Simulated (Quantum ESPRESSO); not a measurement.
Crystal: MoS2.

```xyz
3
Lattice="1.5800 0.9122 6.1500 -1.5800 0.9122 6.1500 0.0000 -1.8244 6.1500" Properties=species:S:1:pos:R:3 pbc="T T T"
Mo    0.0000    0.0000    0.0000
S     0.0000    0.0000    7.6936
S     0.0000    0.0000    4.6125
```

Measurements of this composition are mostly on another form, of space group No. 194.

Base run:

```yaml
Program: Quantum ESPRESSO 7.5
Functional: PBE
Potentials_or_basis: SSSP 1.3 efficiency PBE
Cutoff: 816 eV
Density_cutoff: 5987 eV
k_mesh: 10 × 10 × 10
Occupations: fermi-dirac, width 0.05 eV
Spin: no spin polarisation
```

Its results: band gap on the k mesh 0.96 eV, indirect (least direct gap 1.96 eV); pressure 5.3 GPa; largest force 0.521 eV/Å.

The run is repeated on the same cell with these changes: potentials or basis from SSSP 1.3 efficiency PBE to SG15 PBE 1.2; cutoff from 816 eV to 952 eV; density cutoff from 5987 eV to 3810 eV; k mesh from 10 × 10 × 10 to 4 × 4 × 4. What comes out?

Band gap on the k mesh 1.21 eV, indirect (least direct gap 2.12 eV); pressure 5.1 GPa; largest force 0.515 eV/Å.

Caveats: some runs use coarse meshes.

A k mesh can miss the band edges.

Not every run made on this cell is shown here.
